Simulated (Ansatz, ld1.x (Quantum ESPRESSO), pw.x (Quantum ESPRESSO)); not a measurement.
## Which Mg potential is closest to all-electron in the fcc crystal?

All use PBE, scalar-relativistic, no spin, cutoffs from each file’s atomic test, pw.x 7.5; 13³ k-points, Fermi–Dirac smearing 0.01 Ry. Δ is the rms difference from all-electron LAPW of the E(V) curves that follow from fits to the pressures, over ±6 % in volume. Mesh and smearing are coarse and serve the comparison alone. The files are a selection: those with a ghost or negative overlap were mostly not run, and those with noisy or unconverged pressures or nearly equal Δ are left out.

All-electron: a0 = 4.524 Å (V0 = 23.15 Å³/atom), B0 = 35.0 GPa.

Question: Rank them by Δ, smallest first.
A. PAW, ld1.x (Quantum ESPRESSO) 7.5, PBE; core [Ne], reference 3s2 3p0; waves: 3s (bound): rcut 2.70, rcutus 2.90 bohr; 3s channel at 3.1 Ry: rcut 2.70, rcutus 2.90 bohr; 3p (bound, empty): rcut 3.05, rcutus 3.60 bohr; 3p channel at 1.65 Ry: rcut 3.05, rcutus 3.60 bohr; 3d channel at 0.4 Ry: rcut 2.55, rcutus 3.05 bohr; 3d channel at 1.7 Ry: rcut 2.55, rcutus 3.05 bohr; local part: all-electron potential smoothed inside 2.25 bohr (lloc = -1); core correction: Bessel-smoothed model core inside 2.65 bohr; augmentation: PSQ, inside the norm-conserving radii.
B. norm-conserving Troullier–Martins (Kleinman–Bylander form), ld1.x (Quantum ESPRESSO) 7.5, PBE; core [Ne], reference 3s2 3p0; waves: 3p (bound, empty): rc 2.30 bohr; 3s (bound): rc 2.10 bohr; local part: the s channel; core correction: none.
C. norm-conserving RRKJ (Kleinman–Bylander form), ld1.x (Quantum ESPRESSO) 7.5, PBE; core [Ne], reference 3s1 3p0; waves: 3p (bound, empty): rc 3.05 bohr; 3s (bound): rc 2.15 bohr; local part: the s channel; core correction: none; rho0 0.001.
D. ultrasoft, ld1.x (Quantum ESPRESSO) 7.5, PBE; core [Ne], reference 3s1 3p0; waves: 3s (bound): rcut 1.90, rcutus 2.60 bohr; 3s channel at -0.45 Ry: rcut 1.90, rcutus 2.60 bohr; 3p (bound, empty): rcut 2.00, rcutus 2.55 bohr; 3p channel at 4.8 Ry: rcut 2.00, rcutus 2.55 bohr; 3d channel at 0.4 Ry: rcut 2.35, rcutus 2.90 bohr; 3d channel at 0.75 Ry: rcut 2.35, rcutus 2.90 bohr; local part: all-electron potential smoothed inside 2.00 bohr (lloc = -2); core correction: none; augmentation: PSQ, inside the norm-conserving radii.

Answer: D (2.0 meV/atom), A (3.3 meV/atom), B (4.4 meV/atom), C (6.2 meV/atom).
